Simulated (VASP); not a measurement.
A run of VASP 6.6.1:

INCAR

```
SYSTEM = AlN
PREC     = Accurate       ! precision mode
ENCUT    = 520            ! plane-wave cutoff, eV
EDIFF    = 1E-6           ! SCF threshold, eV
ISMEAR   = 0              ! smearing method
SIGMA    = 0.03           ! smearing width, eV
LREAL    = .FALSE.        ! projectors in reciprocal space
LASPH    = .TRUE.         ! aspherical terms in the spheres
NELM     = 80             ! most SCF steps
ALGO     = Normal         ! electronic algorithm
ISIF     = 2              ! what is computed and relaxed
LWAVE    = .FALSE.        ! write WAVECAR
LCHARG   = .FALSE.        ! write CHGCAR
METAGGA  = R2SCAN         ! meta-GGA
LMIXTAU  = .TRUE.
```

The input KPOINTS:

```
Automatic mesh
0
G
  12 12 6
  0 0 0
```

File POSCAR:

```
AlN                                     
1.0
    3.1131018734      0.0000000000     -0.0000000000
   -1.5565509367      2.6960253069      0.0000000000
   -0.0000000000      0.0000000000      4.9818131039
  Al              N             
     2     2
Direct
     0.3333333332999970    0.6666666667000030    0.9989855796471589
     0.6666666667000030    0.3333333332999970    0.4989855796471589
     0.3333333332999970    0.6666666667000030    0.3810144203528436
     0.6666666667000030    0.3333333332999970    0.8810144203528436
```

KPOINTS_OPT

```
explicit points
168
Reciprocal
 0.0000000000  0.0000000000  0.0000000000 1
 0.0555555556  0.0000000000  0.0000000000 1
 0.1111111111  0.0000000000  0.0000000000 1
 0.1666666667  0.0000000000  0.0000000000 1
 0.2222222222  0.0000000000  0.0000000000 1
 0.2777777778  0.0000000000  0.0000000000 1
[... 160 lines left out ...]
 0.5000000000  0.0000000000  0.0277462800 1
 0.5000000000  0.0000000000 -0.0277462800 1
```

Potentials or basis: VASP PAW PBE potentials, release 64 (Al, N).

Run with:

```bash
$ cat potpaw_PBE.64/Al/POTCAR potpaw_PBE.64/N/POTCAR > POTCAR
$ mpirun -np 1 vasp_std > vasp.out
```

Hardware: 1 thread of Intel(R) Xeon(R) 6975P-C (Granite Rapids) (shared host).

Problem. Estimate the wall time of this run.

Solution. Wall time 110 s on 1 thread of Intel(R) Xeon(R) 6975P-C (Granite Rapids) (shared host), peak memory 0.2 GiB. Counts: scf iterations 48, k points 76.
